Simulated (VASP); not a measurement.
Input of a VASP 6.6.1 run:

Contents of INCAR:

```
SYSTEM = B
PREC = Accurate
ENCUT = 520
EDIFF = 1E-7
ISMEAR = 0
SIGMA = 0.1
LREAL = .False.
LASPH = .True.
NELM = 60
ALGO = Normal
ISIF = 2
LWAVE = .False.
LCHARG = .False.
GGA = PE
IVDW = 12
NBANDS = 8
```

File KPOINTS:

```
Automatic mesh
0
Gamma
  12 12 6
  0 0 0
```

POSCAR

```
B
1.0
    1.7024335758      0.0000000000      0.0000000000
   -0.8512167879      1.4743507249      0.0000000000
    0.0000000000      0.0000000000      3.6354228500
B
1
Direct
    0.0000000000      0.0000000000      0.0000000000
```

Potentials or basis: VASP PAW PBE potentials, release 64 (B).

Run with:

```sh
$ cat potpaw_PBE.64/B/POTCAR > POTCAR
$ mpirun -np 1 vasp_std > vasp.out
```

Problem. Predict the pressure.

Solution. 2.0 GPa.

Problem. Predict the band gap on the k mesh.

Solution. None (metal or under the smearing width).

Stress tensor (GPa, compression positive):
```
 3.25  0.00  0.00
 0.00  3.25  0.00
 0.00  0.00 -0.51
```

Caveat: pairwise dispersion overbinds metals, which lowers pressure and volume.
